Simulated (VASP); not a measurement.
# Mo (Im-3m) in VASP: single point with PBEsol+D3(BJ)

Aim: the single point of Mo with PBEsol+D3(BJ).

Program: VASP 6.6.1. These are calculated values, not measurements. Logs are shortened: lines on timing, memory, paths and dates and some standing lists are left out, and cuts for length are marked.

## Step 1: The cell of the first run

It takes space group Im-3m (No. 229, cubic). The conventional cell has a = 3.103 Å, b = 3.103 Å, c = 3.103 Å, α = 90.00°, β = 90.00°, γ = 90.00°. Mo (site symmetry m-3m) has 8 Mo at 2.69 Å as nearest neighbours.

## Step 2: Single point, PBEsol+D3(BJ), non-collinear spin, zero start (cell strained at random at fixed volume)

File INCAR:

```
PREC     = Accurate       # precision mode
ENCUT    = 520            # plane-wave cutoff, eV
EDIFF    = 1E-6           # SCF threshold, eV
ISMEAR   = -1             # smearing method
SIGMA    = 0.05           # smearing width, eV
LREAL    = False          # projectors in reciprocal space
LASPH    = True           # aspherical terms in the spheres
NELM     = 150            # most SCF steps
ALGO     = Normal         # electronic algorithm
ISIF     = 2              # what is computed and relaxed
LWAVE    = False          # write WAVECAR
LCHARG   = True           # write CHGCAR
LNONCOLLINEAR= True           # non-collinear magnetism
MAGMOM   = 0 0 0          # initial moments
LORBIT   = 11             # projections on sites
LMAXMIX  = 4              # l up to which the mixer works
GGA      = PS             # functional
IVDW     = 12             # dispersion correction
LVHAR    = True         
NBANDS   = 25             # bands
```

File KPOINTS:

```
regular mesh
0
Gamma
  8 8 8
```

File POSCAR:

```
Mo
1.0
    0.0019416045      2.1941391932      2.1941373585
    1.5494575235     -0.0029011401      2.1956548356
    1.5556575409      2.1911588516      0.0015979688
Mo
1
Direct
   -0.0516840000     -0.0009470000      0.0380270000
```

Potentials or basis: VASP PAW PBE potentials, release 64 (Mo_sv).

Command:

```
$ cat potpaw_PBE.64/Mo_sv/POTCAR > POTCAR
$ mpirun -np 1 vasp_ncl > vasp.out
```

OUTCAR:

```text
PREC = Accurate
   ENCUT = 520
   EDIFF = 1E-6
   ISMEAR = -1
   LREAL = False
   LASPH = True
   NELM = 150
   ISIF = 2
   LNONCOLLINEAR = True
   LORBIT = 11
   GGA = PS
   IVDW = 12
 IVDW          = 12

 ion  position               nearest neighbor table
   1  0.948  0.999  0.038-

  LATTYP: Found a base centered monoclinic cell.
 ALAT       =     4.3882289050
 B/A-ratio  =     0.7071145973
 C/A-ratio  =     0.7070901379
 COS(beta)  =    -0.7070534123

  Lattice vectors:

 A1 = (  -1.5556575409,  -2.1911588516,  -0.0015979688)
 A2 = (  -1.5537159364,   0.0029803416,   2.1925393897)
 A3 = (   0.0062000174,   2.1940599917,  -2.1940568668)

Analysis of symmetry for initial positions (statically):
=====================================================================
 Subroutine PRICEL returns:
 Original cell was already a primitive cell.

 Routine SETGRP: Setting up the symmetry group for a
 base centered monoclinic supercell.

 Subroutine GETGRP returns: Found  4 space group operations
 (whereof  1 operations were pure point group operations)
 out of a pool of  4 trial point group operations.

The static configuration has the point symmetry C_1 .
 The point group associated with its full space group is C_2h.

Analysis of symmetry for dynamics (positions and initial velocities):
=====================================================================
 Subroutine PRICEL returns:
 Original cell was already a primitive cell.

 Routine SETGRP: Setting up the symmetry group for a
 base centered monoclinic supercell.

 Subroutine GETGRP returns: Found  4 space group operations
 (whereof  1 operations were pure point group operations)
 out of a pool of  4 trial point group operations.

The dynamic configuration has the point symmetry C_1 .
 The point group associated with its full space group is C_2h.

Analysis of structural, dynamic, and magnetic symmetry:
=====================================================================
 Subroutine PRICEL returns:
 Original cell was already a primitive cell.

 Routine SETGRP: Setting up the symmetry group for a
 base centered monoclinic supercell.

 Subroutine GETGRP returns: Found  4 space group operations
 (whereof  1 operations were pure point group operations)
 out of a pool of  4 trial point group operations.

The overall configuration has the point symmetry C_1 .
 The point group associated with its full space group is C_2h.

 Subroutine INISYM returns: Found  4 space group operations
 (whereof  1 operations are pure point group operations),
 and found     1 'primitive' translations

----------------------------------------------------------------------------------------

                                     Primitive cell

  volume of cell :      14.9390

  direct lattice vectors                    reciprocal lattice vectors
     0.001941604  2.194139193  2.194137358    -0.322046190  0.228477245  0.227567525
     1.549457524 -0.002901140  2.195654836     0.321588605 -0.228484756  0.228200372
     1.555657541  2.191158852  0.001597969     0.322910017  0.227288978 -0.227574913

  length of vectors
     3.102980715  2.687327146  2.687238369     0.455743983  0.455741072  0.455764741

  position of ions in fractional coordinates (direct lattice)
     0.948316000  0.999053000  0.038027000

  ion indices of the primitive-cell ions
   primitive index   ion index
                 1           1

----------------------------------------------------------------------------------------

 KPOINTS: regular mesh

Automatic generation of k-mesh.
 Grid dimensions read from file:
 generate k-points for:    8    8    8

 Generating k-lattice:

  Cartesian coordinates                     Fractional coordinates (reciprocal lattice)
    -0.040255774  0.028559656  0.028445941     0.125000000  0.000000000  0.000000000
     0.040198576 -0.028560595  0.028525046     0.000000000  0.125000000 -0.000000000
     0.040363752  0.028411122 -0.028446864     0.000000000  0.000000000  0.125000000

  Length of vectors
     0.056967998  0.056967634  0.056970593

  Shift w.r.t. Gamma in fractional coordinates (k-lattice)
     0.000000000  0.000000000  0.000000000

 Subroutine IBZKPT returns following result:
 ===========================================

 Found    150 irreducible k-points:

 Following reciprocal coordinates:
            Coordinates               Weight
  0.000000  0.000000  0.000000      1.000000
  0.125000 -0.000000 -0.000000      4.000000
  0.250000 -0.000000 -0.000000      4.000000
  0.375000 -0.000000 -0.000000      4.000000
  0.500000 -0.000000 -0.000000      2.000000
  0.000000  0.125000  0.000000      2.000000
[... 16 lines left out ...]
  0.125000  0.375000 -0.000000      4.000000
  0.250000  0.375000 -0.000000      4.000000
 [... further k-points ...]
   k-points           NKPTS =    150   k-points in BZ     NKDIM =    150   number of bands    NBANDS=     25
   number of dos      NEDOS =    301   number of ions     NIONS =      1
   total plane-waves  NPLWV =   9600
   dimension x,y,z NGX =    24 NGY =   20 NGZ =   20
   dimension x,y,z NGXF=    48 NGYF=   40 NGZF=   40
   ions per type =               1
   NGX,Y,Z   is equivalent  to a cutoff of  12.86, 12.37, 12.37 a.u.
   NGXF,Y,Z  is equivalent  to a cutoff of  25.72, 24.75, 24.75 a.u.
 SYSTEM =  unknown system
   PREC   = accura    normal or accurate (medium, high low for compatibility)
   ISTART =      0    job   : 0-new  1-cont  2-samecut
   ICHARG =      2    charge: 1-file 2-atom 10-const
   ISPIN  =      1    spin polarized calculation?
   LNONCOLLINEAR =      T non collinear calculations
   LSORBIT =      F    spin-orbit coupling
   LASPH  =      T    aspherical Exc in radial PAW
   ENCUT  =  520.0 eV  38.22 Ry    6.18 a.u.   5.77  5.00  5.00*2*pi/ulx,y,z
   NELM   =    150;   NELMIN=  2; NELMDL= -5     # of ELM steps
   EDIFF  = 0.1E-05   stopping-criterion for ELM
   LREAL  =      F    real-space projection
   EDIFFG = 0.1E-04   stopping-criterion for IOM
   NSW    =      0    number of steps for IOM
   IBRION =     -1    ionic relax: 0-MD 1-quasi-New 2-CG
   NFREE  =      0    steps in history (QN), initial steepest desc. (CG)
   ISIF   =      2    stress and relaxation
   ISYM   =      2    0-nonsym 1-usesym 2-fastsym
   POTIM  = 0.5000    time-step for ionic-motion
   TEBEG  =    0.0;   TEEND  =   0.0 temperature during run
   PSTRESS=    0.0 pullay stress
   NELECT =      14.0000    total number of electrons
   NUPDOWN=      -1.0000    fix difference up-down
   EMIN   =  10.00;   EMAX   =-10.00  energy-range for DOS
   EFERMI =   0.00;   METHOD = LEGACY
   ISMEAR =    -1;   SIGMA  =   0.05  broadening in eV -4-tet -1-fermi 0-gaus
   EFERMI_NEDOS =   21; number of points for ismear=-14 and -15
   IALGO  =     38    algorithm
   IMIX   =      4    mixing-type and parameters
     AMIX     =   0.40;   BMIX     =  1.00
     AMIX_MAG =   1.60;   BMIX_MAG =  1.00
  volume/ion in A,a.u.               =      14.94       100.81
  Fermi-wavevector in a.u.,A,eV,Ry     =   1.602055  3.027445 34.920448  2.566581
  Thomas-Fermi vector in A             =   2.698936
   LORBIT       =     11    0 simple, 1 ext, 2 COOP (PROOUT), +10 PAW based schemes
   GGA     = PS    functional components
   LHFCALC =     F    Hartree Fock is set to
   AEXX    =    0.0000 exact exchange contribution
   IVDW    =    12    specifies the selected vdW correction
   LEPSILON=     F    determine dielectric tensor
   LRPA    =     F    only Hartree local field effects (RPA)
  energy-cutoff  :      520.00
  volume of cell :       14.94
 maximum number of plane-waves:       840
   NGX = 11   NGY =  9   NGZ =  9

 number of electron      14.0000001 magnetization       0.0000000     -0.0000000     -0.0000000

 number of electron      14.0000001 magnetization       0.0000000      0.0000009      0.0000009

 number of electron      14.0000001 magnetization      -0.0000000     -0.0000002     -0.0000002

 Free energy of the ion-electron system (eV)
  ---------------------------------------------------
  ext. energy  EPLUGINS =         0.00000000
  ---------------------------------------------------
  free energy    TOTEN  =       -11.74585556 eV

  energy without entropy =      -11.73774703  energy(sigma->0) =      -11.74180130

 E-fermi :  13.0941     XC(G=0): -13.7861

 val. band max:       13.0351183489   @ k =   0.3750   0.2500   0.1250
 cond. band min:      13.2199862087   @ k =  -0.0000   0.1250   0.1250
 fundamental gap:      0.1848678599
 Fermi energy:        13.0941079417

 k-point     1 :       0.0000    0.0000    0.0000
  band No.  band energies     occupation
      1     -47.9935      1.00000
      2     -47.9935      1.00000
      3     -21.1677      1.00000
      4     -21.1677      1.00000
      5     -21.1676      1.00000
      6     -21.1676      1.00000
[... 17 lines left out ...]
     24      28.0781      0.00000
     25      28.0789      0.00000

 k-point     2 :       0.1250   -0.0000   -0.0000
  band No.  band energies     occupation
      1     -47.9478      1.00000
      2     -47.9478      1.00000
      3     -21.4221      1.00000
      4     -21.4221      1.00000
      5     -21.2456      1.00000
      6     -21.2456      1.00000
[... 17 lines left out ...]
     24      29.2824      0.00000
     25      29.3844      0.00000

 k-point     3 :       0.2500   -0.0000   -0.0000
  band No.  band energies     occupation
      1     -47.8357      1.00000
      2     -47.8357      1.00000
      3     -22.0114      1.00000
      4     -22.0114      1.00000
      5     -21.4298      1.00000
      6     -21.4298      1.00000
[... 17 lines left out ...]
     24      29.9205      0.00000
     25      32.4724      0.00000

 k-point     4 :       0.3750   -0.0000   -0.0000
  band No.  band energies     occupation
      1     -47.7213      1.00000
      2     -47.7213      1.00000
      3     -22.5701      1.00000
      4     -22.5701      1.00000
      5     -21.6086      1.00000
      6     -21.6086      1.00000
[... 17 lines left out ...]
     24      27.2477      0.00000
     25      33.4194      0.00000
[... 477 lines left out ...]
 k-point    22 :      -0.0000    0.3750   -0.0000
  band No.  band energies     occupation
      1     -47.7213      1.00000
      2     -47.7213      1.00000
      3     -22.5700      1.00000
      4     -22.5700      1.00000
      5     -21.6085      1.00000
      6     -21.6085      1.00000
[... 17 lines left out ...]
     24      27.2476      0.00000
     25      33.4186      0.00000

 k-point    23 :       0.1250    0.3750   -0.0000
  band No.  band energies     occupation
      1     -47.7552      1.00000
      2     -47.7552      1.00000
      3     -22.3320      1.00000
      4     -22.3320      1.00000
      5     -21.5664      1.00000
      6     -21.5663      1.00000
[... 17 lines left out ...]
     24      28.8272      0.00000
     25      33.0417      0.00000

 k-point    24 :       0.2500    0.3750   -0.0000
  band No.  band energies     occupation
      1     -47.7551      1.00000
      2     -47.7551      1.00000
      3     -22.3320      1.00000
      4     -22.3320      1.00000
      5     -21.5665      1.00000
      6     -21.5665      1.00000
[... 17 lines left out ...]
     24      28.8287      0.00000
     25      33.0413      0.00000

 [... further k-points ...]

------------------------ aborting loop because EDIFF is reached ----------------------------------------

 Edisp (eV)   -0.73814

 E8    (eV) :    -0.5139

  FORCE on cell =-STRESS in cart. coord.  units (eV):
  Direction    XX          YY          ZZ          XY          YZ          ZX
  --------------------------------------------------------------------------------------
  -------------------------------------------------------------------------------------
  Total       0.05587     0.05789     0.05789     0.00033    -0.00045    -0.00033
  in kB       5.99203     6.20857     6.20860     0.03561    -0.04798    -0.03583
  external pressure =        6.14 kB  Pullay stress =        0.00 kB

 VOLUME and BASIS-vectors are now :
 -----------------------------------------------------------------------------
  energy-cutoff  :      520.00
  volume of cell :       14.94
      direct lattice vectors                 reciprocal lattice vectors
     0.001941604  2.194139193  2.194137358    -0.322046190  0.228477245  0.227567525
     1.549457524 -0.002901140  2.195654836     0.321588605 -0.228484756  0.228200372
     1.555657541  2.191158852  0.001597969     0.322910017  0.227288978 -0.227574913

 POSITION                                       TOTAL-FORCE (eV/Angst)
 -----------------------------------------------------------------------------------
      1.60899      2.16116      4.27437         0.000000     -0.000000     -0.000000
 -----------------------------------------------------------------------------------
    total drift:                                0.000001      0.000001      0.000001

  FREE ENERGIE OF THE ION-ELECTRON SYSTEM (eV)
  ---------------------------------------------------
  free  energy   TOTEN  =       -12.4839971832 eV

  energy  without entropy=      -12.4758886552  energy(sigma->0) =      -12.47994292

 total charge

# of ion       s       p       d       tot
------------------------------------------
    1        2.397   6.225   3.989  12.611

 magnetization (x)

# of ion       s       p       d       tot
------------------------------------------
    1        0.000   0.000  -0.000  -0.000

 magnetization (y)

# of ion       s       p       d       tot
------------------------------------------
    1        0.000   0.000  -0.000  -0.000

 magnetization (z)

# of ion       s       p       d       tot
------------------------------------------
    1        0.000   0.000  -0.000  -0.000
```

Run time: 72 s. Hardware: 1 thread of Intel Xeon Platinum 8259CL at 2.50GHz (Skylake/Cascade Lake), shared host; peak memory 0.23 GiB.

Results:

| Quantity | Value |
| --- | --- |
| Free energy | -12.4840 eV |
| Pressure | 0.6 GPa |
| Band gap on the k mesh | none (metal or under the smearing width) |
| Net moment | 0.00 μB per cell |
| Valence electrons inside the program's atomic spheres | Mo 12.61 |
| Dispersion energy per atom | -0.738 eV |

Levels at points of the mesh, in eV from the Fermi level:
```csv
k point,band 12,band 13,band 14,band 15,band 16,band 17
"(0.00, 0.00, 0.00)",-1.34,-1.34,-1.34,-1.34,-1.34,1.84
"(0.50, 0.00, 0.00)",-3.52,1.90,1.90,1.91,1.91,2.57
"(0.00, 0.50, 0.00)",-3.52,1.90,1.90,1.91,1.91,2.58
"(0.50, 0.50, 0.00)",-3.52,1.90,1.90,1.91,1.91,2.58
"(0.00, 0.00, 0.50)",-3.52,1.90,1.90,1.91,1.91,2.57
"(0.00, 0.50, 0.50)",-5.72,4.39,4.39,4.39,4.39,4.39
```

Moments on the atoms (μB; x, y, z):
```
Mo  0.00 0.00 0.00
```

Caveat: the PAW data sets were made with another functional, which shifts forces and pressure a little; pairwise dispersion overbinds metals, which lowers pressure and volume.
